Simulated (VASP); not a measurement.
## Rh: single point with PBE

The system is Rh.

```
CELL_PARAMETERS angstrom
3.79718 0.00000 0.00000
-1.89859 3.28845 0.00000
0.00000 0.00000 5.29864
ATOMIC_POSITIONS crystal
Rh 0.00000 0.00000 0.12948
Rh 0.00000 0.00000 0.62948
Rh 0.33333 0.66667 0.87552
Rh 0.66667 0.33333 0.37552
```

The cell was built by a generator and needn't be a form met in nature.

```json
{
  "Program": "VASP 6.6.1",
  "Task": "single point",
  "Functional": "PBE",
  "Potentials or basis": "VASP PAW PBE potentials, release 64 (Rh_pv)",
  "Cutoff": "520 eV",
  "k mesh": "6 × 6 × 4",
  "Occupations": "gaussian, width 0.1 eV",
  "Spin": "no spin polarisation",
  "Dipole correction": "no",
  "Further INCAR settings": "ALGO = Normal; EDIFF = 1e-06; NBANDS = 38"
}
```

The pressure is -0.1 GPa, the largest force is 0.008 eV/Å and the band gap on the k mesh is none (metal or under the smearing width).

Forces on the atoms (eV/Å):
```
Rh   0.000  0.000 -0.008
Rh   0.000  0.000 -0.008
Rh   0.000  0.000  0.008
Rh   0.000  0.000  0.008
```

Stress tensor (GPa, compression positive):
```
-0.14  0.00  0.00
 0.00 -0.14  0.00
 0.00  0.00  0.05
```

Levels at points of the mesh, in eV from the Fermi level:
```csv
k point,band 26,band 27,band 28,band 29,band 30,band 31,band 32,band 33,band 34,band 35
"(0.00, 0.00, 0.00)",-1.32,-0.96,-0.96,-0.31,0.74,0.74,1.73,1.73,2.19,3.60
"(0.50, 0.00, 0.00)",-1.72,-1.03,-0.88,-0.39,-0.23,0.40,1.03,1.36,1.46,3.54
"(0.00, 0.00, 0.50)",-0.29,-0.19,-0.19,-0.19,-0.19,0.89,0.89,0.89,0.89,9.62
"(0.50, 0.00, 0.50)",-1.57,-1.28,-1.28,-0.40,-0.40,0.15,0.15,1.11,1.11,2.88
```

It took 21 s on 1 thread of Intel(R) Xeon(R) 6975P-C (Granite Rapids), with other jobs on the host, peak memory 0.18 GiB.
